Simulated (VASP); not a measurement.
A run of VASP 6.6.1 is set up as follows.

The input POSCAR:

```
MgSe
1.0
   -0.0321055607      2.7041638155      2.7041638155
    2.7041638155     -0.0321055607      2.7041638155
    2.7041638155      2.7041638155     -0.0321055607
Mg Se
1 1
Direct
    0.0000000000      0.0000000000      0.0000000000
    0.5000000000      0.5000000000      0.5000000000
```

The input INCAR.step1:

```
  PREC = Accurate
  ENCUT = 520
  ISMEAR = 0
  SIGMA = 0.01
  LREAL = F
  LASPH = T
  NELM = 100
  NBANDS = 11
  GGA = PE
  ALGO = Normal
  EDIFF = 1E-4
  LWAVE = T
  LCHARG = F
```

INCAR.step2

```
  PREC = Accurate
  ENCUT = 520
  EDIFF = 1E-6
  ISMEAR = 0
  SIGMA = 0.01
  LREAL = F
  LASPH = T
  NELM = 100
  ALGO = Normal
  ISIF = 2
  LWAVE = F
  LCHARG = T
  METAGGA = R2SCAN
  LMIXTAU = T
  LELF = T
  LVHAR = T
  NBANDS = 11
  ISTART = 1
```

KPOINTS

```
Automatic mesh
0
Gamma
  8 8 8
```

Potentials or basis: VASP PAW PBE potentials, release 64 (Mg, Se).

Run with:

```bash
$ cat potpaw_PBE.64/Mg/POTCAR potpaw_PBE.64/Se/POTCAR > POTCAR
$ cp INCAR.step1 INCAR
$ mpirun -np 1 vasp_std > vasp.out
$ cp INCAR.step2 INCAR
$ mpirun -np 1 vasp_std > vasp.out
```

Problem. Predict the pressure.

Solution. 0.9 GPa.

Problem. Estimate the band gap on the k mesh.

Solution. 2.35 eV, indirect (least direct gap 3.41 eV).

Stress tensor (GPa, compression positive):
```
0.91 0.58 0.58
0.58 0.91 0.58
0.58 0.58 0.91
```

Caveat: the PAW data sets were made with another functional, which shifts forces and pressure a little. A k mesh can miss the band edges.
